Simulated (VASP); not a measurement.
Wanted: the native input for a VASP 6.6.1 run.

| Quantity | Value |
| --- | --- |
| Task | dielectric tensor |
| Functional | PBE |
| Potentials or basis | VASP PAW PBE potentials, release 64 (Hf_pv, O) |
| Cutoff | 520 eV |
| k mesh | 8 × 8 × 8 |
| Occupations | gaussian, width 0.02 eV |
| Spin | no spin polarisation |
| Further INCAR settings | ALGO = Normal; EDIFF = 1e-08 |

The structure of HfO2 lies in POSCAR:

```
HfO2
1.0
    0.0000000000      2.5575000000      2.5575000000
    2.5575000000      0.0000000000      2.5575000000
    2.5575000000      2.5575000000      0.0000000000
Hf O
1 2
Direct
    0.0000000000      0.0000000000      0.0000000000
    0.7500000000      0.7500000000      0.7500000000
    0.2500000000      0.2500000000      0.2500000000
```

Measurements of this composition are mostly on another form, of space group No. 14.

One way to write it, as run:

INCAR

```
SYSTEM = HfO2
PREC = Accurate ; ENCUT = 520
EDIFF = 1E-8 ; ISMEAR = 0
SIGMA = 0.02 ; LREAL = .FALSE.
LASPH = .TRUE. ; NELM = 100
ALGO = Normal ; ISIF = 2
LWAVE = .FALSE. ; LCHARG = .FALSE.
GGA = PE ; LEPSILON = .TRUE.
```

KPOINTS

```
Automatic mesh
0
G
  8 8 8
  0 0 0
```

Potentials or basis: VASP PAW PBE potentials, release 64 (Hf_pv, O).

Launch:

```sh
$ cat potpaw_PBE.64/Hf_pv/POTCAR potpaw_PBE.64/O/POTCAR > POTCAR
$ mpirun -np 1 vasp_std > vasp.out
```

It gave:

```
Band gap on the k mesh                  : 3.73 eV, direct
Electronic dielectric tensor (diagonal) : 5.27
Born charges (mean of the diagonal)     : Hf +5.51; O -2.75 e
```

Caveat: spin-orbit coupling is left out, which moves the levels of the heavy elements.

It took 2.3 min on 1 thread of Intel(R) Xeon(R) Platinum 8488C (Sapphire Rapids) (shared host), peak memory 0.23 GiB.
